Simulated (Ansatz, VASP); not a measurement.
One calculation of ZnSe, two programs

Contents of INCAR:

```
PREC = Accurate
ENCUT = 520
EDIFF = 1E-8
ISMEAR = -1
SIGMA = 0.03
LREAL = F
LASPH = T
NELM = 100
ALGO = Normal
ISIF = 2
LWAVE = F
LCHARG = F
GGA = PE
LEFG = T
NBANDS = 16
```

Contents of KPOINTS:

```
regular mesh
0
Gamma
  8 8 8
```

POSCAR

```
ZnSe
1.0
    0.0000000000      2.8054620000      2.8338000000
    2.8054620000      0.0000000000      2.8338000000
    2.8054620000      2.8054620000      0.0000000000
Zn Se
1 1
Direct
    0.0000000000      0.0000000000      0.0000000000
    0.7500000000      0.7500000000      0.7500000000
```

Input for Ansatz:

```yaml
crystal:
  lattice:
    - [0.0, 2.805462, 2.8338]
    - [2.805462, 0.0, 2.8338]
    - [2.805462, 2.805462, 0.0]
  atoms:
    - { symbol: Zn, position: [0.0, 0.0, 0.0] }
    - { symbol: Se, position: [0.75, 0.75, 0.75] }
kpoints:
  mp_grid: { grid: [8, 8, 8] }
scf:
  occupations: { method: fermi_dirac, width: 0.03 }
hamiltonian:
  xc: pbe
  pseudopotentials: { kind: all_electron, datasets: crystal }
output:
  forces: true
  stress: true
  eigenvalues: true
  efg: { contact_densities: true }
```

Change from the starting cell: equal xx and yy strain of -1 %, crystal datasets.

Alike in both runs: task electric field gradients; functional PBE; k mesh 8 × 8 × 8; occupations fermi-dirac, width 0.03 eV; no spin polarisation.

```csv
,VASP,Ansatz
version,VASP 6.6.1,Ansatz 0.2.0
potentials or method,"VASP PAW PBE potentials, release 64 (Zn, Se)","all-electron PAW with datasets made for the crystal, scalar-relativistic"
plane-wave cutoff (eV),520,see its input
```

Ansatz gave:

| Item | Value |
| --- | --- |
| gap on the k mesh at the Fermi level (eV) | 1.36 |
| pressure (GPa) | 3.5 |
| largest component of the traceless stress (GPa) | 0.23 |
| Vzz of the field gradient on the site that differs most (V/Å²) | 4.4 |

Problem. Which values does VASP return?

Solution. gap on the k mesh at the Fermi level (eV): 1.36; pressure (GPa): 3.8; largest component of the traceless stress (GPa): 0.23; Vzz of the field gradient on the site that differs most (V/Å²): 4.2.

Ansatz ran all-electron here, so the differences hold the error of VASP's frozen core and of both bases.
